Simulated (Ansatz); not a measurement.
CaF₂: zone-centre modes at 6 GPa

These are results of DFT LDA, scalar-relativistic, plane waves, PAW (Ansatz 0.2.0), not measurements. Settings: 420 eV plane-wave cutoff, Γ-centred 8×8×8 mesh, fixed occupations. No spin polarisation. Phonons by linear response, acoustic sum rule imposed.

The cell, relaxed at 6 GPa:
```yaml
crystal:
  lattice:
    - [0.00000, 2.61680, 2.61680]
    - [2.61680, 0.00000, 2.61680]
    - [2.61680, 2.61680, 0.00000]
  atoms:
    - { symbol: Ca, position: [0.00000, 0.00000, 0.00000] }
    - { symbol: F, position: [0.25000, 0.25000, 0.25000] }
    - { symbol: F, position: [0.75000, 0.75000, 0.75000] }
```

Problem. Give the high-frequency dielectric tensor ε∞.

Solution.
```
2.41 0.00 0.00
0.00 2.41 0.00
0.00 0.00 2.41
```

Problem. Give the Born effective charges.

Solution.
| atom | Z*xx | Z*yy | Z*zz | mean |
| --- | --- | --- | --- | --- |
| Ca (atom 1) | 2.40 | 2.40 | 2.40 | 2.40 |
| F (atom 2) | -1.20 | -1.20 | -1.20 | -1.20 |

Problem. How large is the static dielectric tensor with the ions free to move, and what share of it is ionic?

Solution.
```
6.5 0.0 0.0
0.0 6.5 0.0
0.0 0.0 6.5
```
The ions give 63 % of its trace.

Cost: 1 run of about 0.76 core-minutes, on AMD EPYC 7R43 (Zen 3) (shared hosts).